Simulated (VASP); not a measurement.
Set up this calculation in VASP 6.6.1, as the native input.

* Task: single point
* Functional: PBEsol
* Potentials or basis: VASP PAW PBE potentials, release 64 (Ni, O)
* Cutoff: 520 eV
* k mesh: 12 × 12 × 12
* Occupations: gaussian, width 0.05 eV
* Spin: collinear spin, typed start
* Starting moments: [1.44, 0.0] μB
* Dipole correction: no
* Further INCAR settings: ALGO = Fast; EDIFF = 1e-06; NBANDS = 19

The structure of NiO lies in POSCAR:

```
NiO
1.0
    0.0000000000      2.1987739309      2.1987739309
    2.1987739309      0.0000000000      2.1987739309
    2.1987739309      2.1987739309      0.0000000000
Ni O
1 1
Direct
    0.0000000000      0.0000000000      0.0000000000
    0.2772879350      0.2772879350      0.2227120650
```

The cell comes from a database or a generator and needn't be the stable form of this composition.

The cell isn't the ideal one: atom 2 (O) moved 0.12 Å along z.

The input as run:

INCAR

```
  PREC = Accurate
  ENCUT = 520
  EDIFF = 1E-6
  ISMEAR = 0
  SIGMA = 0.05
  LREAL = F
  LASPH = T
  NELM = 150
  ALGO = Fast
  ISIF = 2
  LWAVE = F
  LCHARG = T
  ISPIN = 2
  MAGMOM = 1.44 0
  LORBIT = 11
  LMAXMIX = 4
  GGA = PS
  LELF = T
  LVHAR = T
  NBANDS = 19
```

KPOINTS

```
regular mesh
0
Gamma
  12 12 12
```

Potentials or basis: VASP PAW PBE potentials, release 64 (Ni, O).

Launch:

```console
$ cat potpaw_PBE.64/Ni/POTCAR potpaw_PBE.64/O/POTCAR > POTCAR
$ mpirun -np 1 vasp_std > vasp.out
```

It gave:

| Property | Result |
| --- | --- |
| Pressure | 1.8 GPa |
| Largest force | 1.024 eV/Å |
| Band gap on the k mesh | none (metal or under the smearing width) |
| Net moment | 1.69 μB per cell |
| Site moments | Ni +1.32; O +0.32 μB |
| Valence electrons inside the program's atomic spheres | Ni 9.26; O 4.97 |

Caveat: the PAW data sets were made with another functional, which shifts forces and pressure a little; a cell with one magnetic atom can't hold antiferromagnetic order, which such compounds often take; semilocal functionals often make such compounds metallic where correlation or magnetic order opens a gap, which also shifts bond lengths.

Wall time 76 s on 1 thread of Intel(R) Xeon(R) 6975P-C (Granite Rapids), with other jobs on the host, peak memory 0.28 GiB.
